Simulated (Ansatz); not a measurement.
Crystal: SnO2.

```
Sn O
1.0
    -3.24890    3.41447    3.41402
     3.24890   -3.41447    3.41402
     3.24890    3.41447   -3.41402
Sn O
4 8
Direct
  0.50000 0.00000 0.00000
  0.50000 0.50000 0.50000
  0.00360 0.75360 0.25000
  0.99640 0.24640 0.75000
  0.80650 0.80377 0.49728
  0.80650 0.30922 0.00272
  0.30244 0.24594 0.05649
  0.68944 0.24594 0.44350
  0.31056 0.75406 0.55649
  0.19350 0.69078 0.99728
  0.69756 0.75406 0.94351
  0.19350 0.19623 0.50272
```

The cell is a database's computed one.

Base run:

* Program: Ansatz 0.2.0
* Functional: BLYP
* Potentials or basis: Ansatz PAW
* Cutoff: 420 eV (not typed: the program's choice for these potentials)
* k mesh: 5 × 5 × 5
* Occupations: fermi-dirac, width 0.05 eV
* Spin: no spin polarisation

Its results: band gap on the k mesh 0.65 eV; pressure 4.3 GPa; largest force 0.064 eV/Å.

After a change of settings the same cell gave: band gap on the k mesh 0.69 eV; pressure 2.0 GPa; largest force 0.057 eV/Å. Which change was it?
A. functional from BLYP to revPBE
B. functional from BLYP to PBEsol
C. functional from BLYP to PBE
D. functional from BLYP to LDA

A.

Caveats: spin-orbit coupling is left out, which moves the levels of the heavy elements; the PAW data sets come from PBE, with cores solved anew for the run's functional, which leaves a small shift of forces and pressure.
